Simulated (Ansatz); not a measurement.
Runs of Ansatz 0.2.0 on Pd. Symmetry: Fm-3m, No. 225, cubic system. The conventional cell has a = 3.893 Å, b = 3.893 Å, c = 3.893 Å, α = 90.00°, β = 90.00°, γ = 90.00°. Pd (site symmetry m-3m) has 12 Pd at 2.75 Å as nearest neighbours. 

```tsv
task	level	potentials or basis	spin	cell	k mesh	cutoff (eV)	points for each segment of the path	atoms under strain	gap on the mesh (eV)	pressure (GPa)	relaxed volume (Å³/atom)
band structure	PBE	PseudoDojo stringent (PBE files)	off	as given	12 × 12 × 12	1116	14	-	none	6.8	-
relaxation of cell and atoms	r2SCAN+D3(BJ)	Ansatz PAW	off	relaxed	12 × 12 × 12	500	-	-	none	0.0	14.64
relaxation of cell and atoms	PBE	Ansatz PAW	off	relaxed	12 × 12 × 12	420	-	-	none	0.0	15.32
elastic constants	r2SCAN	Ansatz PAW	off	as given	10 × 10 × 10	500	-	clamped	none	(a)	-
```

Alike in all rows: smearing fermi-dirac 0.05 eV.

**Question.** Fill in the values left out.

**Answer.** (a) 2.0.

Caveats: the plane-wave basis is chosen anew once the cell has moved, so the energies of steps on either side of that aren't comparable (some runs); the PAW data sets come from PBE, with cores solved anew for the run's functional, which leaves a small shift of forces and pressure (some runs); pairwise dispersion overbinds metals, which lowers pressure and volume (some runs); the dispersion damping was fitted for another functional or another form of the correction (some runs); elastic constants of metals need much finer meshes, so these are rough (some runs).

A k mesh can miss the band edges, and the runs leave out spin-orbit coupling on Pd.

A gap of «none» marks a metal or a gap under the smearing width.
